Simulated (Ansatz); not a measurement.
# TiSe2: the cost of one run

Program: Ansatz 0.2.0. Level of theory: DFT PBE with spin–orbit coupling, plane waves, PAW. These are calculated values, not measurements.

1 further run of the same task is left out (set aside as unsound or not needed). Runs told in other sessions of the task aren't counted.

### 1 Starting point

The structure is trigonal, space group P-3m1 (No. 164). The conventional cell has a = 3.543 Å, b = 3.543 Å, c = 6.670 Å, α = 90.00°, β = 90.00°, γ = 120.00°. Ti (site symmetry -3m) is surrounded by 6 Se at 2.56 Å. Se (site symmetry 3m) has 3 Ti at 2.56 Å in its first shell of neighbours.

Coordinates:

```cif
data_structure
_symmetry_space_group_name_H-M 'P-3m1'
_symmetry_Int_Tables_number 164
_cell_length_a 3.5431
_cell_length_b 3.5431
_cell_length_c 6.6702
_cell_angle_alpha 90.000
_cell_angle_beta 90.000
_cell_angle_gamma 120.000
_cell_volume 72.52
loop_
_atom_site_label
_atom_site_type_symbol
_atom_site_symmetry_multiplicity
_atom_site_Wyckoff_symbol
_atom_site_fract_x
_atom_site_fract_y
_atom_site_fract_z
_atom_site_occupancy
Ti1 Ti 1 a 0.00000 0.00000 0.00000 1
Se1 Se 2 d 0.33333 0.66667 0.23186 1
```

An earlier run at PBE with spin–orbit coupling left this cell at 24.173 Å³/atom and 0.00 GPa (12×12×6 mesh).

The changes: atom 1 (Ti) moved 0.02 Å along y; strain e6 = +0.01, atoms carried along.

### 2 Atom 1 (Ti) moved 0.02 Å along y

input.yaml

```yaml
crystal:
  lattice:
    - [3.5431360632, 0.0, 0.0]
    - [-1.7715680316, 3.0684458398, 0.0]
    - [0.0, 0.0, 6.6702112453]
  atoms:
    - { symbol: Ti, position: [0.0032589788, 0.0065179576, 0.0] }
    - { symbol: Se, position: [0.3333333333, 0.6666666667, 0.2318608152] }
    - { symbol: Se, position: [0.6666666667, 0.3333333333, 0.7681391848] }
basis:
  ecutwfc: 420
  ecutrho_ratio: 4
kpoints:
  mp_grid: { grid: [12, 12, 6] }
hamiltonian:
  xc: pbe
scf:
  occupations: { method: gaussian, width: 0.05 }
output:
  forces: true
  stress: true
  eigenvalues: true
  populations: true
  write_density: true
  write_potential: true
  elf: true
  volumetric_format: npy
magnetization:
  noncollinear: true
  spin_orbit: true
```

Launch:

```bash
> ansatz run input.yaml --threads 4 --pin off --max-ram 7168MiB --backend cpu --events-out ev --progress --plain --runs-dir out
```

**Question.** How long does this run take on 4 threads of AMD EPYC 7R43 (Zen 3), shared host, and how much memory does it need?

About 2 min, with a peak of 1.8 GiB.
